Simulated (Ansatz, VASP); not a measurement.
C in VASP and in Ansatz

```
C
1.0
     0.00000    1.88514    1.60237
     1.88514    0.00000    1.60237
     1.88514    1.88514    0.00000
C
2
Direct
  0.50000 0.50000 0.50000
  0.75000 0.75000 0.75000
```

Alike in both runs: task single point; functional PBE; k mesh 12 × 12 × 12; occupations gaussian, width 0.05 eV; no spin polarisation.

```csv
,VASP,Ansatz
version,VASP 6.6.1,Ansatz 0.2.0
potentials or method,"VASP PAW PBE potentials, release 64 (C)","scalar-relativistic, plane waves, PAW"
plane-wave cutoff (eV),520,420
valence electrons in the cell,8,8
```

Ansatz gave:

- gap on the k mesh at the Fermi level (eV): 0.31
- least direct gap on the mesh (eV): 3.15
- pressure (GPa): 0.5
- largest component of the traceless stress (GPa): 83.27

Question: Estimate VASP's values.

Answer: gap on the k mesh at the Fermi level (eV): 0.30; least direct gap on the mesh (eV): 3.14; pressure (GPa): 1.1; largest component of the traceless stress (GPa): 83.20.
